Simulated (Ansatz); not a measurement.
## Structure optimisation: manganese, alpha-Mn (A12)

The calculation used DFT, RPBE, plane waves (420 eV) with PAW, scalar-relativistic in Ansatz 0.2.0. (PAW data from PBE, frozen cores regenerated.)

k-point mesh 3×3×3, Fermi-Dirac smearing 0.05 eV, starting moments 3.00, 2.50 ×4, -0.80 ×12, -0.40 ×12 μB. Cell and atoms relax.

Starting structure:

```yaml
crystal:
  lattice:
    - [-4.4, 4.4, 4.4]
    - [4.4, -4.4, 4.4]
    - [4.4, 4.4, -4.4]
  atoms:
    - { symbol: Mn, position: [0.366, 1.0, 1.0], spin: 2.5 }
    - { symbol: Mn, position: [0.609, 0.323, 0.0], spin: -0.8 }
    - { symbol: Mn, position: [0.609, 0.0, 0.323], spin: -0.8 }
    - { symbol: Mn, position: [0.811, 0.633, 1.0], spin: -0.4 }
    - { symbol: Mn, position: [0.811, 0.0, 0.633], spin: -0.4 }
    - { symbol: Mn, position: [0.822, 0.189, 0.189], spin: -0.4 }
    - { symbol: Mn, position: [0.0, 0.366, 0.0], spin: 2.5 }
    - { symbol: Mn, position: [0.323, 0.609, 0.0], spin: -0.8 }
    - { symbol: Mn, position: [0.0, 0.609, 0.323], spin: -0.8 }
    - { symbol: Mn, position: [0.633, 0.811, 0.0], spin: -0.4 }
    - { symbol: Mn, position: [1.0, 0.811, 0.633], spin: -0.4 }
    - { symbol: Mn, position: [0.189, 0.822, 0.189], spin: -0.4 }
    - { symbol: Mn, position: [0.0, 0.0, 0.366], spin: 2.5 }
    - { symbol: Mn, position: [0.0, 0.323, 0.609], spin: -0.8 }
    - { symbol: Mn, position: [0.323, 0.0, 0.609], spin: -0.8 }
    - { symbol: Mn, position: [0.0, 0.633, 0.811], spin: -0.4 }
    - { symbol: Mn, position: [0.633, 1.0, 0.811], spin: -0.4 }
    - { symbol: Mn, position: [0.189, 0.189, 0.822], spin: -0.4 }
    - { symbol: Mn, position: [0.0, 0.0, 0.0], spin: 3.0 }
    - { symbol: Mn, position: [0.634, 0.634, 0.634], spin: 2.5 }
    - { symbol: Mn, position: [0.391, 0.391, 0.714], spin: -0.8 }
    - { symbol: Mn, position: [0.714, 0.391, 0.391], spin: -0.8 }
    - { symbol: Mn, position: [0.391, 0.714, 0.391], spin: -0.8 }
    - { symbol: Mn, position: [0.677, 0.677, 0.286], spin: -0.8 }
    - { symbol: Mn, position: [0.286, 0.677, 0.677], spin: -0.8 }
    - { symbol: Mn, position: [0.677, 0.286, 0.677], spin: -0.8 }
    - { symbol: Mn, position: [0.367, 0.367, 0.178], spin: -0.4 }
    - { symbol: Mn, position: [0.178, 0.367, 0.367], spin: -0.4 }
    - { symbol: Mn, position: [0.367, 0.178, 0.367], spin: -0.4 }
hamiltonian:
  xc: rpbe
  pseudopotentials:
    kind: paw
    azcp:
      Mn: "pseudopotentials/Mn.paw.azcp"
basis:
  ecutwfc: 420
  fft_grid_basis: typed
kpoints:
  mp_grid: { grid: [3, 3, 3], shift: [0, 0, 0] }
magnetization:
  spin_polarized: true
scf:
  occupations: { method: fermi_dirac, width: 0.05 }
relax:
  max_steps: 60
  f_tol: 0.02
  cell: {}
```

Q: What cell does the relaxation end in?

A: I-43m (spin ignored) with a = 8.738 Å; 11.50 Å³ per atom against 11.75 at the start (-2.1 %).

Q: How much energy does the relaxation gain?

A: 13.4 meV per atom.

Q: Which magnetic state does it end in?

A: ferrimagnetic, largest moment 3.18 μB in the atomic sphere; moments 3.18, 2.87 ×4, -0.88 ×12, 0.48 ×12 μB.
